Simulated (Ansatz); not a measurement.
**Bond compression in Cu (diamond type)**

```xyz
2
Lattice="0.0000 2.4628 2.4628 2.4628 0.0000 2.4628 2.4628 2.4628 0.0000" Properties=species:S:1:pos:R:3 pbc="T T T"
Cu   -0.6157   -0.6157   -0.6157
Cu    0.6157    0.6157    0.6157
```

This is a prototype cell at a chosen volume, and whether it is the ground state is a separate question.

Its shortest bond, of 2.133 Å between atom 1 (Cu) and the nearest image of atom 2 (Cu), is scaled by moving both atoms along it, with the cell held. The force apart is half the difference of the two atoms' forces along the bond; it holds the pull and push of their other neighbours too.

All numbers are PBE results (scalar-relativistic) from Ansatz 0.2.0, with a Γ-centred 11×11×11 k mesh, Fermi–Dirac smearing of 0.05 eV, no spin polarisation. Methods: LAPW: all electrons, basis error target 1 meV/atom; PAW: frozen-core files, cutoff 420 eV.

Energies are extrapolated to zero smearing and count from the unscaled cell; pressure is positive in compression; gaps take the mesh and a band path. No temperature or zero-point motion is included.

| bond (Å) | force apart (eV/Å) | P LAPW (GPa) | ΔE LAPW (eV/atom) | P PAW − LAPW (GPa) | ΔE PAW − LAPW (meV/atom) | force PAW − LAPW (eV/Å) |
| --- | --- | --- | --- | --- | --- | --- |
| 2.133 | 0.00 | 25.5 | 0.000 | -0.15 | 0.0 | 0.000 |
| 2.005 | 2.32 | ? | 0.067 | -0.14 | 0.1 | 0.004 |
| 1.621 | 23.62 | 68.7 | 2.054 | -3.86 | -45.6 | -1.338 |
| 1.365 | 75.70 | 176.5 | 7.774 | -36.14 | -840.9 | -14.964 |

(1) Give the missing entry: row "2.005", column "P LAPW (GPa)".

(2) How do the Löwdin populations by LAPW change from the unscaled cell to the last row, on the two atoms of the bond?

Results:

(1) 27.0.

(2) Cu1 4s 1.10 → 1.14, Cu1 3d 9.81 → 9.74, Cu2 4s 1.10 → 1.14, Cu2 3d 9.81 → 9.74 electrons an atom. These are projections on the shells that the free atoms fill; 0.22 e a cell lies outside them at the start and 0.31 e at the end.
